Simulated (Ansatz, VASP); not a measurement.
TiSi2 in VASP and in Ansatz

```
Ti Si
1.0
     3.56847    0.00000    0.00000
     0.00000    3.56847    0.00000
     0.00000    0.00000    3.69863
Ti Si
1 2
Direct
  0.00000 0.00000 0.50000
  0.50000 0.50000 0.00000
  0.00000 0.00000 0.00000
```

Alike in both runs: task relaxation of cell and atoms; functional PBE; k mesh 6 × 6 × 6; occupations gaussian, width 0.1 eV; no spin polarisation.

|  | VASP | Ansatz |
| --- | --- | --- |
| version | VASP 6.6.1 | Ansatz 0.2.0 |
| potentials or method | VASP PAW PBE potentials, release 64 (Ti_sv, Si) | scalar-relativistic, plane waves, PAW |
| plane-wave cutoff (eV) | 600 | 420 |
| valence electrons in the cell | 20 | 20 |

VASP gave:

| Property | Result |
| --- | --- |
| gap on the k mesh at the Fermi level, each at its own relaxed structure (eV) | none |
| relaxed volume (Å³/atom) | 18.60 |
| relaxed cell length with the largest relative difference (Å) | 4.859 |
| energy change over the relaxation (meV/atom) | -1687 |

Q: Estimate Ansatz's values.

A: gap on the k mesh at the Fermi level, each at its own relaxed structure (eV): none; relaxed volume (Å³/atom): 18.65; relaxed cell length with the largest relative difference (Å): 4.868; energy change over the relaxation (meV/atom): -1689.

A gap of «none» marks a metal or a gap that the smearing closes.

Caveats: the volume moved by over 15 % at a fixed basis, so the end points are rough (VASP).
